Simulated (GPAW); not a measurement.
Runs of GPAW 26.7.0 on C. The structure is hexagonal, space group P6_3/mmc (No. 194). The conventional cell has a = 2.522 Å, b = 2.522 Å, c = 8.237 Å, α = 90.00°, β = 90.00°, γ = 120.00°. Around C (site symmetry 3m) lie 4 C at 1.54 Å. C (site symmetry 3m) has 4 C at 1.54 Å as nearest neighbours. This is a hexagonal form of diamond, not graphite.

| task | level | potentials or basis | smearing | maxiter | convergence | response ecut | response k mesh | response bands | gap on the mesh (eV) | pressure (GPa) | largest force (eV/Å) |
| --- | --- | --- | --- | --- | --- | --- | --- | --- | --- | --- | --- |
| single point | LDA | the program's PAW data sets (release 1.2.1) made for this functional, pw | fermi-dirac 0.05 eV | 120 | default | - | - | - | 4.38 | -12.2 | 0.33 |
| dielectric tensor | PBE | GPAW PAW data sets (gpaw-data 1.2.1), pw | fermi-dirac 0.001 eV | 150 | - | 80 eV | 19 × 19 × 5 | 80 | 4.42 | - | - |
| single point | PBE | GPAW PAW data sets (gpaw-data 1.2.1), pw | fermi-dirac 0.05 eV | 120 | default | - | - | - | 4.42 | (a) | 0.33 |
| dielectric tensor | LDA | the program's PAW data sets (release 1.2.1) made for this functional, pw | fermi-dirac 0.001 eV | 150 | - | 80 eV | 19 × 19 × 5 | 80 | 4.38 | - | - |

Alike in all rows: no spin polarisation; cell as given; k mesh 10 × 10 × 3; cutoff (eV) 600.

Task: Estimate the missing entries.

Result: (a) 2.6.

Caveats: an odd mesh through Γ misses points on the zone boundary, where band edges often lie; the cutoff is short for stress and forces, so pressures can be off by a GPa or more (some runs); the long-wavelength limit can be off by a per cent or two (some runs).
